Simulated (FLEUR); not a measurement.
## BeTe under changes of volume

One of the cells (21.254 Å³/atom); the others are scaled copies at fixed shape and fractional positions:

```
CELL_PARAMETERS angstrom
0.00000 2.77000 2.77000
2.77000 0.00000 2.77000
2.77000 2.77000 0.00000
ATOMIC_POSITIONS crystal
Te 0.75000 0.75000 0.75000
Be 0.00000 0.00000 0.00000
```

| Item | Value |
| --- | --- |
| Program | FLEUR MaX-R8.1 (later development tree) |
| Functional | AM05 |
| Potentials or basis | all-electron |
| Basis | FLAPW |
| Kmax | 4.21 1/bohr |
| k mesh | 8 × 8 × 8 |
| Occupations | fermi-dirac, width 0.05 eV |
| Spin | no spin polarisation |

```tsv
volume (Å³/atom)	energy over the lowest point (meV/atom)	gap on the mesh (eV)
19.979	?	?
20.404	27.71	1.69
21.254	6.49	1.80
22.104	0.00	1.90
22.529	1.35	1.95
```

Q: What does the run at 19.979 Å³/atom give?

A: Energy over the lowest point 44.74 meV/atom; gap on the mesh 1.63 eV.

Worked out: A Birch-Murnaghan fit of order 2 (a polynomial in V^(-2/3)) to the other rows has its minimum at 22.11 Å³/atom with B0 = V·E''(V) = 59 GPa. It gives 44.76 meV/atom at 19.979 Å³/atom, against the run's 44.74. A straight line through the other rows of the gap, of slope 2.62 eV per unit of ln V, extrapolates to 1.64 eV, against the run's 1.63.

Energies are extrapolated to zero smearing.

Caveats: spin-orbit coupling is left out, which moves the levels of the heavy elements.

A mesh can miss the band edges.
